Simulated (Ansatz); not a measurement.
A: MgB₂ (AlB2 type, space group P6/mmm), a = b = 3.074 Å, c = 3.528 Å, α = β = 90.00°, γ = 120.00°
B: Co₂Si (Co2Si type, space group Pnma), a = 4.8833 Å, b = 3.7111 Å, c = 7.0417 Å, α = β = γ = 90.00°
C: InCuS2 (chalcopyrite), a = b = 5.5770 Å, c = 11.2344 Å, α = β = γ = 90.00°
D: ZnO (wurtzite), a = b = 3.279 Å, c = 5.294 Å, α = β = 90.00°, γ = 120.00°

Scan: energy against volume (even scaling of the relaxed cell, symmetry kept). All come from one method, each on a k mesh of its own. All were relaxed with their symmetry unable to fall. At this level the bands of InCuS2 touch or barely overlap; measurements give the solid a gap. InCuS2 is run without spin polarisation. Relaxed Co2Si ends ferromagnetic. Other magnetic orders were not checked, so this need not be the ground state. (This holds for the magnetic or f-shell members.)

Q: Rank these by bulk modulus at fixed cell shape (fitted) (lowest first), as PBE (plane waves to 420 eV, PAW, scalar-relativistic; Ansatz, a program for electronic structure) gives it.

A: C (64.7 GPa), D (129 GPa), A (152 GPa), B (219 GPa)

(Under strain, the slope of the energy per volume gives the stress and its curvature an elastic modulus.)
